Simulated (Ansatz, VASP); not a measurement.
**Cd: VASP beside Ansatz**

```
Cd
1.0
     0.00000    2.36288    2.36288
     2.36288    0.00000    2.36288
     2.36288    2.36288    0.00000
Cd
1
Direct
  0.00000 0.00000 0.00000
```

Alike in both runs: task single point; functional RPBE; k mesh 13 × 13 × 13; occupations fermi-dirac, width 0.1 eV; no spin polarisation.

|  | VASP | Ansatz |
| --- | --- | --- |
| version | VASP 6.6.1 | Ansatz 0.2.0 |
| potentials or method | VASP PAW PBE potentials, release 64 (Cd) | plane waves (420 eV) with PAW, scalar-relativistic |
| plane-wave cutoff (eV) | 520 | 420 |
| valence electrons in the cell | 12 | 20 |

```tsv
	VASP	Ansatz	Ansatz less VASP
pressure (GPa)	-1.8	-2.0	-0.12
```

The functional is the same, so the differences come from potentials, cutoffs and numerics. The two sets of potentials don't hold the same shells in valence.

Caveats: the PAW data sets were made with another functional, which shifts forces and pressure a little (VASP).
